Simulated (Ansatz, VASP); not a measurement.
## Pt: VASP beside Ansatz

```xyz
1
Lattice="0.0000 1.9590 1.9590 1.9590 0.0000 1.9590 1.9590 1.9590 0.0000" Properties=species:S:1:pos:R:3 pbc="T T T"
Pt    0.0000    0.0000    0.0000
```

Alike in both runs: functional PBEsol; k mesh 18 × 18 × 18; occupations gaussian, width 0.1 eV; no spin polarisation.

Ansatz relaxed the structure, and its values are those at the end. VASP's run is a single point on that final structure, the one shown.

|  | VASP | Ansatz |
| --- | --- | --- |
| version | VASP 6.6.1 | Ansatz 0.2.0 |
| potentials or method | VASP PAW PBE potentials, release 64 (Pt) | scalar-relativistic, plane waves, PAW |
| plane-wave cutoff (eV) | 520 | 420 |
| valence electrons in the cell | 10 | 18 |

|  | VASP | Ansatz | Ansatz less VASP |
| --- | --- | --- | --- |
| gap on the k mesh at the Fermi level (eV) | none | none | - |
| pressure (GPa) | -0.4 | 0.0 | +0.43 |

A gap of «none» marks a metal or a gap that the smearing closes. The two sets of potentials don't hold the same shells in valence.

Caveats: the PAW data sets were made with another functional, which shifts forces and pressure a little (VASP). Spin-orbit coupling is left out, which matters for the levels of Pt.
